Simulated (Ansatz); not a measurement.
**KCl: the band gap up the ladder of functionals**

The task here is to estimate one member of a computed series from the others.

The runs shown are made with Ansatz 0.2.0. PAW datasets, plane waves. No spin polarisation. The prototype was imposed, so other structures may be more stable.

## The cell

The cell was relaxed beforehand with r2SCAN.

Space group F-43m (No. 216), cubic; conventional cell a = 7.015 Å, 43.14 Å³ an atom. Around K lie 4 Cl at 3.04 Å; around Cl lie 4 K at 3.04 Å.

Structure file:

Space group F-43m (No. 216). a = 7.015 Å, b = 7.015 Å, c = 7.015 Å, α = 90.00°, β = 90.00°, γ = 90.00°
```tsv
atom	site	symmetry	x	y	z
K	4a	-43m	0.0000	0.0000	0.0000
Cl	4d	-43m	0.2500	0.2500	0.7500
```

Set-up of the first run:

input.yaml reads:

```yaml
crystal:
  lattice:
    - [0.0, 3.5072828382, 3.5072828382]
    - [3.5072828382, 0.0, 3.5072828382]
    - [3.5072828382, 3.5072828382, 0.0]
  atoms:
    - { symbol: K, position: [0.0, 0.0, 0.0] }
    - { symbol: Cl, position: [0.25, 0.25, 0.25] }
kpoints:
  mp_grid: { grid: [6, 6, 6] }
  band_path:
    path:
      - [[0.0, 0.0, 0.0], [-0.5, -0.5, 6.197280472387e-17], [-0.375, -0.375, 0.25]]
      - [[-0.375, -1.565917255233e-17, 0.375], [0.0, 0.0, 0.0], [-1.135558750178e-16, -7.537385635705e-18, 0.5], [-0.5, -0.25, 0.25], [-0.5, -0.5, 6.197280472387e-17]]
    npoints: 10
hamiltonian:
  xc: pbe
scf:
  occupations: { method: fermi_dirac, width: 0.02 }
  n_extra_bands: 4
output:
  forces: true
  stress: true
  eigenvalues: true
```

Run with:

```bash
$ ansatz run input.yaml --threads 2 --pin off --max-ram 2211MiB --backend cpu --events-out ev --progress --plain --runs-dir out
```

Among the steps run: PBE band path; r2SCAN at the same geometry; Single point with HSE06; Single point with PBE0; LDA; Quasiparticle levels, G0W0@PBE; DDH-PBE0; r2SCANh; Hartree-Fock.

One of the session's tables, all rows but one given; the rest of the session is left out.

```
                     level  gap (eV)
                       PBE      4.78
                    r2SCAN      5.35
                     HSE06      6.02
                      PBE0      6.77
                       LDA      4.46
G0W0@PBE (257 empty bands)      7.73
G0W0@PBE (639 empty bands)      7.89
                  DDH-PBE0      8.99
                   r2SCANh         ?
              Hartree-Fock     12.34
```

Q: Estimate the row for r2SCANh from the others.

As computed: gap (eV): 6.03. In the column «gap (eV)» it lies between HSE06 (6.02) and PBE0 (6.77).

Meshes: PBE 6×6×6, r2SCAN 6×6×6, HSE06 4×4×4, PBE0 4×4×4, LDA 6×6×6, DDH-PBE0 4×4×4, r2SCANh 4×4×4, Hartree-Fock 4×4×4

In words: LDA gives the least gap, 4.46 eV, and Hartree-Fock the largest, 12.34 eV. PBE reaches 60 % of the G0W0@PBE value, and r2SCAN 68 %. PBE0 lies 0.75 eV above HSE06, which differs from it by screening the long-range exchange. Hartree-Fock lies above G0W0@PBE by 4.5 eV. No extrapolation in bands, cutoff or mesh was made for G0W0.

To keep in mind: Warnings in the runs' records: stress scf threshold loose, stress exchange threshold loose, xc potential rough in thin density.
